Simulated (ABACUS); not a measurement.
**BN: single point with PBE**

The system is BN.

```
N B
1.0
     2.55394    0.00000    0.00000
    -1.27697    2.21178    0.00000
     0.00000    0.00000    4.22685
N B
2 2
Direct
  0.33333 0.66667 0.12528
  0.66667 0.33333 0.62528
  0.33333 0.66667 0.49972
  0.66667 0.33333 0.99972
```

Measurements of this composition are mostly on another form, of space group No. 194.

```
Program                                       : ABACUS 3.10.1
Task                                          : single point
Functional                                    : PBE
Potentials or basis                           : PseudoDojo NC SR 0.5 PBE stringent
Cutoff                                        : 1361 eV
Density cutoff                                : 5442 eV
Basis                                         : DZP LCAO (the cutoffs set its grid)
k mesh                                        : 11 × 11 × 6
Occupations                                   : fermi-dirac, width 0.05 eV
Spin                                          : no spin polarisation
Orbital files                                 : N N_confined-atom_6au_2s2p1d.orb, B B_confined-atom_7au_2s2p1d.orb
Radial cutoff of the potentials (pseudo_rcut) : 10 bohr
SCF threshold on the density                  : 1e-07
Max SCF steps                                 : 100
Eigensolver                                   : scalapack_gvx
Mixing                                        : broyden
Mixing share                                  : 0.7
Symmetry key                                  : 1
Bands                                         : 18
```

* Pressure: 0.5 GPa
* Largest force: 0.015 eV/Å
* Band gap on the k mesh: 5.48 eV, indirect (least direct gap 8.33 eV)
* Mulliken charges: N -0.50, -0.51; B +0.50, +0.51 e

Forces in eV/Å, atoms in the order of the input:
```
N    0.000  0.000  0.015
N    0.000  0.000  0.015
B    0.000  0.000 -0.015
B    0.000  0.000 -0.015
```

Stress tensor (GPa, compression positive):
```
 0.81  0.00  0.00
 0.00  0.81  0.00
 0.00  0.00 -0.02
```

Levels at points of the mesh, in eV from the valence-band top:
```csv
k point,band 5,band 6,band 7,band 8,band 9,band 10,band 11,band 12
"(0.00, 0.00, 0.00)",-2.10,-0.24,0.00,0.00,8.38,8.38,8.60,9.59
"(0.00, 0.00, 0.50)",-1.17,-1.17,-1.17,-1.17,9.56,9.56,9.92,9.92
```

Run time: 26 s on 4 MPI ranks on AMD EPYC 7571 (shared host), peak memory 0.4 GiB a rank.

Caveat: the atomic orbitals were generated for these runs and aren't a published set; Mulliken charges move with the basis; an odd mesh through Γ misses points on the zone boundary, where band edges often lie; the basis of atomic orbitals isn't converged, which shifts pressures, moduli and gaps. A hybrid or GW would open this gap; PBE tends to underestimate it.
